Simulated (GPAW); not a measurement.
Ni in GPAW: convergence with grid spacing (A)

Crystal: Ni.

```
Ni
1.0
    -1.38372    1.38372    1.38372
     1.38372   -1.38372    1.38372
     1.38372    1.38372   -1.38372
Ni
1
Direct
  0.00000 0.00000 0.00000
```

This isn't the form of Ni at room conditions, which is fcc.

| Item | Value |
| --- | --- |
| Program | GPAW 26.7.0 |
| Task | convergence study |
| Functional | PBE |
| Potentials or basis | GPAW PAW data sets (gpaw-data 1.2.1) |
| Basis | fd |
| Grid spacing | 0.26 Å |
| k mesh | 13 × 13 × 13 |
| Occupations | fermi-dirac, width 0.05 eV |
| Spin | collinear spin, ferromagnetic start |
| Starting moments | [1.0] μB |

These are the settings of the first run; the series varies grid spacing (A), with any setting tied to it.

Hardware: 1 thread of Arm Neoverse V1, on a shared host.

| grid spacing (A) | energy less the tightest run, at zero smearing (meV/atom) | SCF cycles | CPU time (s) | peak memory (GiB) |
| --- | --- | --- | --- | --- |
| 0.26 | -333.15 | 12 | 31 | 0.17 |
| 0.23 | -333.15 | 12 | 30 | 0.17 |
| 0.2 | -333.15 | 12 | 31 | 0.17 |
| 0.18 | -28.31 | 11 | 74 | 0.29 |
| 0.16 | -28.31 | 11 | 74 | 0.29 |
| 0.14 | -28.31 | 11 | 74 | 0.29 |
| 0.12 | 0.00 | 11 | 160 | 0.52 |

Not settled before the last step: the energy (to 1 meV/atom). The tightest run that finished is the yardstick and may itself not be fully converged.
